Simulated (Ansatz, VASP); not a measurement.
# FeO: VASP beside Ansatz

```
Fe O
1.0
     1.51768    0.87623    2.51579
    -1.51768    0.87623    2.51579
     0.00000   -1.75247    2.51579
Fe O
1 1
Direct
  0.98319 0.00612 0.00369
  0.49292 0.49212 0.50564
```

Change from the starting cell: atoms moved at random, drawn with an rms of 0.05 Å.

Alike in both runs: task single point; functional PBE; k mesh 11 × 11 × 11; occupations fermi-dirac, width 0.05 eV; collinear spin, ferromagnetic start.

```csv
,VASP,Ansatz
version,VASP 6.6.1,Ansatz 0.2.0
potentials or method,"VASP PAW PBE potentials, release 64 (Fe, O)",Ansatz PAW
plane-wave cutoff (eV),520,420
valence electrons in the cell,14,22
```

Ansatz gave:

| Quantity | Value |
| --- | --- |
| gap on the k mesh at the Fermi level (eV) | none |
| pressure (GPa) | -0.5 |
| largest component of the traceless stress (GPa) | 0.56 |
| rms of the force components (eV/Å) | 0.060 |
| net moment per atom (μB) | 2.00 |
| size of the moment on the site where the two differ most (μB) | 3.44 |

**Question.** Which values does VASP return?

**Answer.** gap on the k mesh at the Fermi level (eV): none; pressure (GPa): -0.4; largest component of the traceless stress (GPa): 0.59; rms of the force components (eV/Å): 0.062; net moment per atom (μB): 2.00; size of the moment on the site where the two differ most (μB): 3.62.

Site moments also hang on the region over which each program counts them. Atom by atom the forces differ by 0.002 eV/Å (rms over components). A gap of «none» marks a metal or a gap that the smearing closes. The two sets of potentials don't hold the same shells in valence.

Caveats: a cell with one magnetic atom can't hold antiferromagnetic order, which such compounds often take; semilocal functionals often make such compounds metallic where correlation or magnetic order opens a gap, which also shifts bond lengths; the pressure holds a Pulay correction of +0.6 GPa for the finite cutoff (Ansatz).
